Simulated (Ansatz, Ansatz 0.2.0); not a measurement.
# Cutoff, k mesh and functional in the lattice constants of T′-type Eu₂CuO₄

## The question

The reference is "Magnetism behavior of $T^{\prime}$-type Eu$_2$CuO$_4$ revealed by muon spin rotation/relaxation measurements" (2020, arXiv:2012.05392). Muon spin rotation and relaxation, in zero and longitudinal field, was used there to follow the magnetic ordering of polycrystalline samples before and after oxygen-reduction annealing. The lattice constants come from x-ray powder diffraction. We compare with those of the annealed sample, which had lost about 0.02 oxygen per formula unit. In our judgement so small a loss hardly changes the cell, and the ideal stoichiometric crystal is a fair model for it. The measurement temperature is not given with the values.

| compared with | measured | source's wording or label | method |
| --- | --- | --- | --- |
| a (Å) | 3.9047 ± 0.0001 | 3.9047 ± 0.0001 A | x-ray powder diffraction |
| c (Å) | 11.9126 ± 0.0003 | 11.9126 ± 0.0003 A | x-ray powder diffraction |

Conditions are those given with the value in the passage it was taken from; "not stated" means there, and the paper may say more elsewhere. The values are a selection: others may have been left out beforehand as unlike or outlying.

## How to go about it

We want the lightest cutoff and k mesh that hold the lattice constants of Eu₂CuO₄ steady, and the price of going beyond them. The model is the ideal I4/mmm crystal with seven atoms in the primitive cell, relaxed in cell and atomic positions.

Success against experiment means a and c each within 0.5 %, or about 0.02 Å in a and 0.06 Å in c. This is far wider than the diffraction uncertainties, but it leaves room for thermal and zero-point expansion, roughly a few tenths of a per cent in an oxide at room temperature, which our static cells lack. For the numerical settings we ask for more: a saving is accepted if it moves neither constant by more than 0.1 %, a fifth of the target.

The convergence tests use spin-polarised LDA, a cheap level on which cutoff and mesh can be varied separately. It has known weaknesses here. It tends to make oxide cells too small, and it treats the localised Eu 4f and Cu 3d electrons poorly. Trivalent europium has a nonmagnetic ground state that collinear spin without spin-orbit coupling cannot describe, so the ferromagnetic start is a stand-in. Levels with a Hubbard U or another functional will then show how large the error of theory is beside the numerical one.

The starting cell, taken from published measurements, agrees with the reference to within 0.001 Å. Any larger departure after relaxation is therefore the work of the calculation.

Plain PBE isn't shown in this study.

System: Eu2CuO4 (europium copper oxide), T'-type tetragonal; I4/mmm (No. 139), 7 atoms in the primitive cell; the database structure is a database entry's sites in a cell taken from published measurements: a = 3.905 Å, c = 11.912 Å; structure from the Materials Project.

On the selection of runs and values: Further runs on this system are not shown.

## 1. Cutoff series in LDA

The plane-wave cutoff comes first, because a basis that is too small falsifies the stress and with it the relaxed cell. We keep the 10×10×10 mesh and the smearing fixed and compare the default cutoff of 420 eV with 290 eV and 590 eV. We expect the default to lie close to the highest setting and the lowest to depart visibly, with all three cells smaller than the measured one.

**Run 1.** Ansatz 0.2.0: LDA, ferromagnetic start, cell and atoms relaxed from the database structure, PAW set soft_2, cutoff 290 eV, 10x10x10 k mesh, Gaussian smearing 0.1 eV.

Key lines of the input:
```
crystal:
  # lattice and atoms, with starting spins
kpoints:
  mp_grid: { grid: [10, 10, 10] }
hamiltonian:
  xc: lda
scf:
  occupations: { method: gaussian, width: 0.1 }
output:
  forces: true
  stress: true
basis:
  ecutwfc: 290.0
magnetization:
  spin_polarized: true
relax:
  adjacent_minimum: "off"
  f_tol: 0.005
  max_steps: 60
  cell: { stress_tol: 0.03 }
```

Command:
```
ansatz run input.yaml --threads 8 --pin off --max-ram 16384MiB --backend cpu --events-out ev --progress --plain --runs-dir out
```

Selected lines of the output:
```
relax step  22: F+E_penalty+E_count = -25911.04534328 eV  [...]  max|allowed force component| = 2.851e-4 eV/Å  [...]  P = +0.001 GPa  Ω = 85.506 Å³  [...]
--- Relaxed structure (16 steps of the walk, 14 accepted, 6 SCFs on fresh bases) ---
```

Converged; 4 min on 8 cores of Intel Xeon at 2.70GHz, shared host. Warnings: cutoff_below_recommended (in short: A typed cutoff is below a recommended value, from the records, the datasets' recipe or DFPT's needs, possibly lowering the density cutoff; compare with a higher-cutoff run).

**Run 2.** Ansatz 0.2.0: LDA, ferromagnetic start, cell and atoms relaxed from the database structure, PAW set soft_2, cutoff 420 eV (default), 10x10x10 k mesh, Gaussian smearing 0.1 eV.

Key lines of the input, as changed from run 1:
```diff
- basis:
-   ecutwfc: 290.0
```

Selected lines of the output:
```
relax step   9: F+E_penalty+E_count = -25914.75095643 eV  [...]  max|allowed force component| = 1.914e-4 eV/Å  [...]  P = -0.019 GPa  Ω = 85.120 Å³  [...]
Magnetization: 11.8941 μB (44.4471 up, 32.5529 down)
```

Converged; took 2.6 min.

**Run 3.** Ansatz 0.2.0: LDA, ferromagnetic start, cell and atoms relaxed from the database structure, PAW set soft_2, cutoff 590 eV, 10x10x10 k mesh, Gaussian smearing 0.1 eV.

Key lines of the input, as changed from run 2:
```diff
+ basis:
+   ecutwfc: 590.0
```

Selected lines of the output:
```
relax step   7: F+E_penalty+E_count = -25914.79270694 eV  [...]  max|allowed force component| = 2.146e-4 eV/Å  [...]  P = +0.002 GPa  Ω = 85.122 Å³  [...]
```

Converged; 2.6 min on 8 cores of Arm Neoverse V2, shared host.

| quantity | run 1 | run 2 | run 3 | measured |
| --- | --- | --- | --- | --- |
| a (Å) | 3.8158 | 3.8166 | 3.8164 | 3.9047 ± 0.0001 |
| c (Å) | 11.745 | 11.687 | 11.689 | 11.9126 ± 0.0003 |
| net moment per formula unit (μB) | 11.89 | 11.89 | 11.89 |  |
| size of moment on Eu (μB) | 5.950 | 5.916 | 5.917 |  |
| conventional cell volume (Å³) | 171.01 | 170.24 | 170.24 |  |

The default cutoff is sufficient for LDA. Raising it to 590 eV changes a by 0.0002 Å and c by 0.002 Å, both well inside our 0.1 % tolerance. At 290 eV a still holds, but c comes out 0.056 Å too long against the highest cutoff, an error of about 0.5 %. That would use up nearly the whole target for c, and it bears out the warning that this cutoff is below the recommended value. A test on a alone would have passed it.

The low cutoff saved no time either. Its relaxation went through 22 steps, with repeated restarts on fresh bases, against 9 at the default and 7 at 590 eV.

Against experiment LDA fails clearly: a is 2.3 % and c 1.9 % too short. Missing thermal and zero-point expansion accounts for only a small part of this. The moment of about 5.9 μB on each Eu is close to the spin-only value of six parallel 4f electrons, as in a trivalent ion, though a moment inside a sphere does not settle the valence.

## 2. The k mesh in LDA

With the cutoff back at its default we vary the mesh, to 6×6×6 on the cheap side and 16×16×16 on the dense side. The smearing of 0.1 eV should soften the effect of any partly filled bands, so we expect changes in the cell well below 0.1 % and a cost that grows roughly with the number of irreducible k points.

**Run 4.** Ansatz 0.2.0: LDA, ferromagnetic start, cell and atoms relaxed from the database structure, PAW set soft_2, cutoff 420 eV (default), 6x6x6 k mesh, Gaussian smearing 0.1 eV.

Key lines of the input, as changed from run 2:
```diff
  kpoints:
-   mp_grid: { grid: [10, 10, 10] }
+   mp_grid: { grid: [6, 6, 6] }
```

Selected lines of the output:
```
Basis set: ecut = 420 eV, 1655 PW (Γ), FFT grids on a1+a3, a2+a3, a3 [...]
k-points: 30 of 216
Magnetization: 11.6587 μB (44.3294 up, 32.6706 down)
```

Converged; 57 s on 8 cores of Intel Xeon at 2.70GHz, shared host.

**Run 5.** Ansatz 0.2.0: LDA, ferromagnetic start, cell and atoms relaxed from the database structure, PAW set soft_2, cutoff 420 eV (default), 16x16x16 k mesh, Gaussian smearing 0.1 eV.

Key lines of the input, as changed from run 2:
```diff
  kpoints:
-   mp_grid: { grid: [10, 10, 10] }
+   mp_grid: { grid: [16, 16, 16] }
```

Selected lines of the output:
```
Basis set: ecut = 420 eV, 1639 PW (Γ), FFT grids on a1+a3, a2+a3, a3 [...]
k-points: 349 of 4096
Magnetization: 11.8461 μB (44.4231 up, 32.5769 down)
```

Converged; 7.3 min on 8 cores of Arm Neoverse V2, shared host.

| quantity | run 4 | run 5 | measured |
| --- | --- | --- | --- |
| a (Å) | 3.8185 | 3.8173 | 3.9047 ± 0.0001 |
| c (Å) | 11.670 | 11.679 | 11.9126 ± 0.0003 |
| net moment per formula unit (μB) | 11.66 | 11.85 |  |
| size of moment on Eu (μB) | 5.915 | 5.915 |  |
| conventional cell volume (Å³) | 170.15 | 170.19 |  |

Against the 16×16×16 mesh, the 10×10×10 mesh is off by 0.0007 Å in a and 0.008 Å in c, and the 6×6×6 mesh by 0.0012 Å and 0.009 Å. Both stay within 0.1 %, but c does so with less room than we had expected. The two coarser meshes err in opposite directions in c and differ from each other by 0.017 Å, about 0.15 %, so the series does not approach its end smoothly. The net moment also varies, from 11.66 μB on the coarsest mesh to 11.85 μB on the densest. A non-integer moment that shifts with the mesh fits partly filled bands at the Fermi level, which are hard to sample.

For LDA, 6×6×6 is therefore enough for the lattice constants by our criterion, though not for the net moment. It took 57 s, against 2.6 min for 10×10×10. The densest mesh needs 349 irreducible k points instead of 30 and changes nothing in the comparison with experiment, where LDA remains about 2 % short.

## 3. Two other levels for scale

The numerical errors are now far smaller than the LDA error, so we turn to the theory. PBEsol+U replaces LDA by a functional made for the lattice constants of solids and adds a Hubbard term on Cu 3d and Eu 4f. r2SCAN treats localised electrons better than LDA without a chosen U. We expect both to lengthen the cell, and keep the 10×10×10 mesh for both.

**Run 6.** Ansatz 0.2.0: PBEsol+U (Cu 4 eV, Eu 6 eV on ortho-atomic projectors), ferromagnetic start, cell and atoms relaxed from the database structure, PAW set soft_2, cutoff 420 eV (default), 10x10x10 k mesh, Gaussian smearing 0.1 eV.

Key lines of the input, as changed from run 2:
```diff
  hamiltonian:
-   xc: lda
+   xc: pbesol
+   hubbard:
+     sites:
+       - { species: Cu, l: d, u_eff: 4.0 }
+       - { species: Eu, l: f, u_eff: 6.0 }
+     projectors: ortho-atomic
```

Selected lines of the output:
```
Magnetization: 11.9804 μB (44.4902 up, 32.5098 down)
```

Converged; took 1.8 min. Warnings: filled_band_counts_differ_across_k_points (in short: The SCF's last iteration fills more bands at some k-points than others; expected for a known metal, but in hybrid or +U runs it may flag a wrong filling).

**Run 7.** Ansatz 0.2.0: r2SCAN, ferromagnetic start, cell and atoms relaxed from the database structure, PAW set soft_2, cutoff 500 eV (default), 10x10x10 k mesh, Gaussian smearing 0.1 eV.

Key lines of the input, as changed from run 2:
```diff
  hamiltonian:
-   xc: lda
+   xc: r2scan
```

Command:
```
ansatz run input.yaml --threads 4 --pin off --max-ram 16384MiB --backend cpu --events-out ev --progress --plain --runs-dir out
```

Selected lines of the output:
```
Magnetization: 11.9044 μB (44.4522 up, 32.5478 down)
```

Converged; 13 min on 4 cores of Arm Neoverse N1, shared host.

| quantity | run 6 | run 7 | measured |
| --- | --- | --- | --- |
| a (Å) | 3.8810 | 3.8840 | 3.9047 ± 0.0001 |
| c (Å) | 11.869 | 11.932 | 11.9126 ± 0.0003 |
| net moment per formula unit (μB) | 11.98 | 11.90 |  |
| size of moment on Eu (μB) | 5.870 | 5.956 |  |
| conventional cell volume (Å³) | 178.78 | 180.00 |  |

Both levels remove most of the LDA error. PBEsol+U leaves a 0.6 % and c 0.4 % too short, so it passes for c and misses for a. r2SCAN gives c 0.2 % too long and a 0.53 % too short, a narrow miss: a falls only about 0.001 Å outside the limit. A shift of that size is what the k mesh caused in LDA, so the r2SCAN result needs a mesh test of its own.

The net moments show that the electronic state is not the right one. The primitive cell holds 77 valence electrons, an odd number, so a collinear insulator would need an odd whole number of unpaired spins. Instead we find 11.98 μB with PBEsol+U and 11.90 μB with r2SCAN, with close to half an electron left over in each spin channel. Both runs therefore describe a metal, whereas Eu₂CuO₄ is an antiferromagnetic insulator. The warning in the PBEsol+U run, that the number of filled bands differs between k points, agrees with this.

## 4. A mesh test for r2SCAN

We repeat the r2SCAN relaxation on the 6×6×6 mesh that sufficed for LDA. This tests whether the saving carries over to the better functional, and shows how firmly a lies outside the target. From LDA we expect a change of about 0.001 Å in a and somewhat more in c.

**Run 8.** Ansatz 0.2.0: r2SCAN, ferromagnetic start, cell and atoms relaxed from the database structure, PAW set soft_2, cutoff 500 eV (default), 6x6x6 k mesh, Gaussian smearing 0.1 eV.

Key lines of the input, as changed from run 4:
```diff
  hamiltonian:
-   xc: lda
+   xc: r2scan
```

Selected lines of the output:
```
Basis set: ecut = 500 eV, 2253 PW (Γ), FFT grids on a1+a3, a2+a3, a3 [...]
k-points: 30 of 216
Magnetization: 11.5023 μB (44.2512 up, 32.7488 down)
```

Converged; took 5.9 min.

| quantity | run 8 | measured | deviation |
| --- | --- | --- | --- |
| a (Å) | 3.8870 | 3.9047 ± 0.0001 | −0.0177 (−0.5 %) |
| c (Å) | 11.922 | 11.9126 ± 0.0003 | +0.010 (+0.1 %) |
| net moment per formula unit (μB) | 11.50 |  |  |
| size of moment on Eu (μB) | 5.958 |  |  |
| conventional cell volume (Å³) | 180.13 |  |  |

The coarser mesh lengthens a by 0.0030 Å and shortens c by 0.010 Å. Both changes are within our 0.1 % tolerance, but the one in a is about three times what we had expected. That expectation was too low: between these same two meshes LDA had already changed a by 0.0019 Å. The shift carries a across the limit: 0.45 % short on 6×6×6, 0.53 % short on 10×10×10. We go by the denser mesh and keep the narrow miss. Its margin of about 0.001 Å is smaller than the shift between the meshes, so it is too thin to rank r2SCAN on.

The net moment drops from 11.90 to 11.50 μB, a larger change than in LDA. The filling of the bands at the Fermi level thus still depends on the mesh, and 6×6×6 is adequate only where 0.1 % in the lattice constants does not decide the outcome.

## 5. Ferromagnetic against antiferromagnetic start

All runs so far started ferromagnetic, while the compound is an antiferromagnet. We therefore relax the cell with LDA+U from both starts, with the same U values as in PBEsol+U and otherwise equal settings. The pair shows how much the magnetic order matters for the cell, and its ferromagnetic member how much of the LDA error a Hubbard term removes. We expect the order to change a and c by a few tenths of a per cent at most, and both cells to remain too small.

**Run 9.** Ansatz 0.2.0: LDA+U (Cu 4 eV, Eu 6 eV on ortho-atomic projectors), ferromagnetic start, cell and atoms relaxed from the database structure, PAW set soft_2, cutoff 420 eV (default), 10x10x10 k mesh, Gaussian smearing 0.1 eV.

Key lines of the input, as changed from run 6:
```diff
  hamiltonian:
-   xc: pbesol
+   xc: lda
```

Selected lines of the output:
```
Magnetization: 11.9712 μB (44.4856 up, 32.5144 down)
```

Converged; 2.1 min on 8 cores of Intel Xeon at 2.70GHz, shared host. Warnings: filled_band_counts_differ_across_k_points.

**Run 10.** Ansatz 0.2.0: LDA+U (Cu 4 eV, Eu 6 eV on ortho-atomic projectors), antiferromagnetic start, cell and atoms relaxed from the database structure, PAW set soft_2, cutoff 420 eV (default), 10x10x10 k mesh, Gaussian smearing 0.1 eV.

Key lines of the input, as changed from run 6:
```diff
  hamiltonian:
-   xc: pbesol
+   xc: lda
```

Selected lines of the output:
```
Magnetic group: BNS 139.533 (UNI 1193), of the structure as read, at distance tolerance 4.5e-5 Å
Magnetization: 0.0000 μB (38.5000 up, 38.5000 down)
```

Converged; 3.8 min on 8 cores of Arm Neoverse V2, shared host. Warnings: filled_band_counts_differ_across_k_points.

| quantity | run 9 | run 10 | measured |
| --- | --- | --- | --- |
| a (Å) | 3.8393 | 3.8388 | 3.9047 ± 0.0001 |
| c (Å) | 11.745 | 11.748 | 11.9126 ± 0.0003 |
| net moment per formula unit (μB) | 11.97 | 0.00 |  |
| size of moment on Eu (μB) | 5.858 | 5.857 |  |
| conventional cell volume (Å³) | 173.13 | 173.12 |  |

Reversing one of the two Eu moments changes a by 0.0005 Å and c by 0.003 Å, less than we had allowed for. The test covers only the order of the Eu moments, however. The primitive cell contains a single Cu atom, so neighbouring Cu moments cannot alternate in it. With the Eu moments opposed, the 77 valence electrons divide into 38.5 per spin channel, which again means a metal. The antiferromagnetic insulator with ordered Cu moments would need a larger cell, and its effect on the lattice constants stays open.

The Hubbard term lengthens the ferromagnetic LDA cell by 0.023 Å in a and 0.058 Å in c, about a quarter of the LDA error in each. Both LDA+U cells still miss the target clearly, with a 1.7 % and c 1.4 % too short. At the same U values, going from LDA to PBEsol adds a further 0.042 Å in a and 0.124 Å in c. The choice of functional thus matters more here than the Hubbard term, and far more than the relative orientation of the Eu moments.

## The runs side by side

| run | settings | a (Å) | deviation | c (Å) | deviation | cost |
| --- | --- | --- | --- | --- | --- | --- |
| 1 | LDA, ferromagnetic start, cutoff 290 eV, 10x10x10 k mesh | 3.8158 | −0.0889 (−2.3 %) | 11.745 | −0.167 (−1.4 %) | 32 core-min |
| 2 | LDA, ferromagnetic start, cutoff 420 eV (default), 10x10x10 k mesh | 3.8166 | −0.0881 (−2.3 %) | 11.687 | −0.225 (−1.9 %) | 21 core-min |
| 3 | LDA, ferromagnetic start, cutoff 590 eV, 10x10x10 k mesh | 3.8164 | −0.0883 (−2.3 %) | 11.689 | −0.224 (−1.9 %) | 21 core-min |
| 4 | LDA, ferromagnetic start, cutoff 420 eV (default), 6x6x6 k mesh | 3.8185 | −0.0862 (−2.2 %) | 11.670 | −0.243 (−2.0 %) | 7.6 core-min |
| 5 | LDA, ferromagnetic start, cutoff 420 eV (default), 16x16x16 k mesh | 3.8173 | −0.0874 (−2.2 %) | 11.679 | −0.233 (−2.0 %) | 59 core-min |
| 6 | PBEsol+U (Cu 4 eV, Eu 6 eV on ortho-atomic projectors), ferromagnetic start, cutoff 420 eV (default), 10x10x10 k mesh | 3.8810 | −0.0237 (−0.6 %) | 11.869 | −0.043 (−0.4 %) | 14 core-min |
| 7 | r2SCAN, ferromagnetic start, cutoff 500 eV (default), 10x10x10 k mesh | 3.8840 | −0.0207 (−0.5 %) | 11.932 | +0.019 (+0.2 %) | 50 core-min |
| 8 | r2SCAN, ferromagnetic start, cutoff 500 eV (default), 6x6x6 k mesh | 3.8870 | −0.0177 (−0.5 %) | 11.922 | +0.010 (+0.1 %) | 24 core-min |
| 9 | LDA+U (Cu 4 eV, Eu 6 eV on ortho-atomic projectors), ferromagnetic start, cutoff 420 eV (default), 10x10x10 k mesh | 3.8393 | −0.0654 (−1.7 %) | 11.745 | −0.167 (−1.4 %) | 17 core-min |
| 10 | LDA+U (Cu 4 eV, Eu 6 eV on ortho-atomic projectors), antiferromagnetic start, cutoff 420 eV (default), 10x10x10 k mesh | 3.8388 | −0.0659 (−1.7 %) | 11.748 | −0.165 (−1.4 %) | 30 core-min |
|  | measured | 3.9047 ± 0.0001 |  | 11.9126 ± 0.0003 |  |  |

Further runs on the same system, made beside this series (convergence steps with loose settings among them):

| further | settings | a (Å) | deviation | c (Å) | deviation | cost | status |
| --- | --- | --- | --- | --- | --- | --- | --- |
| F1 | r2SCAN+rVV10, ferromagnetic start, PAW set soft_2, cutoff 500 eV (default), 10x10x10 k mesh | 3.8724 | −0.0323 (−0.8 %) | 11.857 | −0.056 (−0.5 %) | 43 core-min |  |
| F2 | PBEsol, ferromagnetic start, PAW set soft_2, cutoff 420 eV (default), 10x10x10 k mesh | 3.8591 | −0.0456 (−1.2 %) | 11.832 | −0.081 (−0.7 %) | 18 core-min |  |
| F3 | PBEsol+D3(BJ), ferromagnetic start, PAW set soft_2, cutoff 420 eV (default), 10x10x10 k mesh | 3.8361 | −0.0686 (−1.8 %) | 11.696 | −0.217 (−1.8 %) | 16 core-min |  |
| F4 | BLYP+D3(BJ), ferromagnetic start, PAW set soft_2, cutoff 420 eV (default), 10x10x10 k mesh | 3.9085 | +0.0038 (+0.1 %) | 11.923 | +0.010 (+0.1 %) | 8.4 core-min |  |
| F5 | LDA+U (Cu 4 eV, Eu 6 eV on ortho-atomic projectors) with spin-orbit coupling, ferromagnetic start, cutoff 420 eV (default), 10x10x10 k mesh | 3.8406 | −0.0641 (−1.6 %) | 11.752 | −0.161 (−1.4 %) | 1.8 core-h | warnings: filled_band_counts_differ_across_k_points |
| F6 | LDA+U (Cu 2 eV, Eu 3 eV on ortho-atomic projectors), ferromagnetic start, PAW set soft_2, cutoff 420 eV (default), 10x10x10 k mesh | 3.8278 | −0.0769 (−2.0 %) | 11.735 | −0.178 (−1.5 %) | 17 core-min | warnings: filled_band_counts_differ_across_k_points |
|  | measured | 3.9047 ± 0.0001 |  | 11.9126 ± 0.0003 |  |  |  |

## What the runs support

r2SCAN on the 10×10×10 mesh narrowly misses the target: c is 0.2 % too long and passes, but a is 0.53 % too short. The run cost 50 core-minutes. The 6×6×6 mesh brings a just inside the limit, so the margin is too thin to rank the functional on.

For LDA, the default cutoff with the 6×6×6 mesh holds both constants within 0.1 % of the 16×16×16 values, at 7.6 core-minutes, though with little room in c. The 290 eV cutoff spoils c and saved no relaxation steps; that its c lies nearer to experiment than converged LDA is chance. From the default cutoff upwards, the numerical errors are small beside the LDA error of about 2 %.

BLYP+D3(BJ) meets the target, with both constants within 0.1 %, for 8.4 core-minutes. We do not take this as proof of sound physics: its static cell is already slightly too long, and thermal and zero-point expansion would lengthen it further. For r2SCAN, the same few tenths of a per cent would improve a but worsen c. Adding dispersion to PBEsol or r2SCAN shortens both constants and takes a further from experiment.

The electronic state remains the main reservation. The r2SCAN, LDA+U and PBEsol+U runs describe metals with large Eu moments, not an antiferromagnetic insulator with nonmagnetic trivalent Eu. Reversing the Eu moments hardly changed the LDA+U cell, but alternating Cu moments need a larger cell. Their effect, and that of in-plane oxygen displacements that break the symmetry, remains open.

[Logs are printed without paths, hosts, clocks, repeated set-up lines and the standing remarks that a program may print on its own settings, such as how far it seeks lower states.]

[The runs shown are a pick from a larger set of finished runs; failed, doubtful and other runs were left out of it ahead of writing. So were measured values far from every level or from commonly accepted values, and agreement can look better than it is. Lines of input and output are excerpts and may be shortened.]
